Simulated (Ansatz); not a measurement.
SiNi: frozen-core PAW against all-electron methods

```xyz
4
Lattice="2.9648 0.0000 0.0000 0.0000 3.2067 0.0000 0.0000 0.0000 4.6019" Properties=species:S:1:pos:R:3 pbc="T T T"
Si    1.4824    1.6033    3.8761
Si    0.0000    0.0000    0.7257
Ni    1.4824    1.6033    1.5841
Ni    0.0000    0.0000    3.0178
```

Atoms are numbered in the order listed.

The geometry is COD entry 2300377, unchecked; take it as a test cell. The listed cell was then made from it by scaling, straining or moving an atom.

Methods: DFT, LDA, PAW with Ansatz's default frozen-core files, scalar-relativistic (Ansatz 0.2.0); DFT, LDA, all-electron PAW with datasets made for the crystal, scalar-relativistic (Ansatz 0.2.0); DFT, LDA, all-electron LAPW, scalar-relativistic (Ansatz 0.2.0).

For PAW: a Γ-centred 11×10×7 k mesh, Fermi–Dirac smearing of 0.05 eV, cutoff 420 eV, spin-polarised from start moments Ni3 1.5, Ni4 1.5 μB (the moments died away, and the run ended non-magnetic); the PAW files were made with PBE, and the program remakes their frozen cores for this functional. The crystal-made all-electron datasets (AE datasets) take a cutoff of 320 eV at this cell. LAPW targets a basis error of 1 meV/atom. The Ansatz runs share mesh, smearing and spin set-up. Plane-wave (PAW) pressures include the program's estimate of the Pulay term.

Stress and pressure are positive in compression.

The change that made this cell: volume scaled by 0.94.

```tsv
quantity	PAW	AE datasets	LAPW
pressure (GPa)	2.05	2.00	1.99
stress xx (GPa)	1.07	1.04	1.04
stress yy (GPa)	1.55	1.54	1.53
stress zz (GPa)	3.52	3.42	3.41
force on Si1, z (eV/Å)	-0.043	-0.045	-0.046
force on Ni3, z (eV/Å)	-0.032	-0.031	-0.031
```

PAW's pressure differs from the LAPW value by +0.06 GPa.
